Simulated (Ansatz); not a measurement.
**Ni3Ge: straining the crystal, uniaxial strain along a**

An exercise on one series of results from a longer session: the logs are not shown, and one member is left open.

Method: DFT PBEsol, scalar-relativistic, plane waves, PAW, in Ansatz 0.2.0.

## Starting point

The structure is cubic, space group Pm-3m (No. 221). The conventional cell has a = 3.525 Å, b = 3.525 Å, c = 3.525 Å, α = 90.00°, β = 90.00°, γ = 90.00°. Around Ni (site symmetry 4/mmm) lie 8 Ni at 2.49 Å and 4 Ge at 2.49 Å. Ge (site symmetry m-3m) has 12 Ni at 2.49 Å as nearest neighbours.

Structure file:

```cif
data_structure
_symmetry_space_group_name_H-M 'Pm-3m'
_symmetry_Int_Tables_number 221
_cell_length_a 3.5249
_cell_length_b 3.5249
_cell_length_c 3.5249
_cell_angle_alpha 90.000
_cell_angle_beta 90.000
_cell_angle_gamma 90.000
_cell_volume 43.80
loop_
_atom_site_label
_atom_site_type_symbol
_atom_site_symmetry_multiplicity
_atom_site_Wyckoff_symbol
_atom_site_fract_x
_atom_site_fract_y
_atom_site_fract_z
_atom_site_occupancy
Ni1 Ni 3 c 0.50000 0.00000 0.50000 1
Ge1 Ge 1 a 0.00000 0.00000 0.00000 1
```

It goes back to an entry of the Materials Project, which need not be the stable form.

This cell was relaxed beforehand with the same method: volume 10.95 Å³/atom, gap on the mesh none (metal).

The unstrained cell comes from an earlier run at this level (4 atoms, E(σ→0) -21669.7882 eV, gap none (metal)).

Set-up of the first run:

The input, input.yaml:

```yaml
crystal:
  lattice:
    - [3.4720405612, 0.0, 0.0]
    - [0.0, 3.5381327039, 0.0]
    - [0.0, 0.0, 3.5381327039]
  atoms:
    - { symbol: Ni, position: [0.5, 0.0, 0.5] }
    - { symbol: Ni, position: [0.0, 0.5, 0.5] }
    - { symbol: Ni, position: [0.5, 0.5, 0.0] }
    - { symbol: Ge, position: [0.0, 0.0, 0.0] }
basis:
  ecutwfc: 420
kpoints:
  mp_grid: { grid: [14, 14, 14] }
hamiltonian:
  xc: pbesol
scf:
  occupations: { method: gaussian, width: 0.1 }
output:
  forces: true
  stress: true
  eigenvalues: true
relax:
  adjacent_minimum: "off"
  f_tol: 0.008
  max_steps: 40
  cell: { stress_tol: 0.015, fix: [a, angles] }
```

On the command line:

```sh
> ansatz run input.yaml --threads 1 --pin off --max-ram 2560MiB --backend cpu --events-out ev --progress --plain --runs-dir out
```

Among the steps run: At -1.5 %; The cell strained by +1.5 %; The cell strained by -3.0 %; Strain +3.0 %; Strain -4.5 %; Strain +4.5 %.

One table of the session follows, with a row left open; its other results are not shown here.

Lengths are those of the vectors of the cell that was run; stresses in GPa:

| strain (%) | ΔE (meV/atom) | a (Å) | b (Å) | c (Å) |
| --- | --- | --- | --- | --- |
| -4.5 | 13.3 | 3.366 | 3.587 | 3.587 |
| -3.0 | 5.9 | 3.419 | 3.565 | 3.565 |
| -1.5 | 1.5 | 3.472 | 3.544 | 3.544 |
| +0.0 | 0.0 | 3.525 | 3.525 | 3.525 |
| +1.5 | 1.5 | 3.578 | 3.507 | 3.507 |
| +3.0 | ? | ? | ? | ? |
| +4.5 | 13.5 | 3.684 | 3.476 | 3.476 |

Q: Estimate the row for strain (%) = +3.0 from the others.

Worked estimate for «ΔE (meV/atom)». A straight line through the neighbours (1.5, 1.5) and (4.5, 13.5) gives 1.5 + (13.5 − 1.5) × (3.0 − 1.5) / (4.5 − 1.5) = 7.5; a parabola fitted to 3 rows on both sides gives 6.0.

The run gave: ΔE (meV/atom): 6.0; a (Å): 3.631; b (Å): 3.491; c (Å): 3.491. In «ΔE (meV/atom)» the line misses by +1.5 and the parabola by 0.0.

ΔE is over the unstrained cell. Stress in GPa, positive in compression, on the Cartesian axes of the input. 

Limits of these values: The final runs have no spin polarisation, so no magnetic state was tried and one may lie lower.
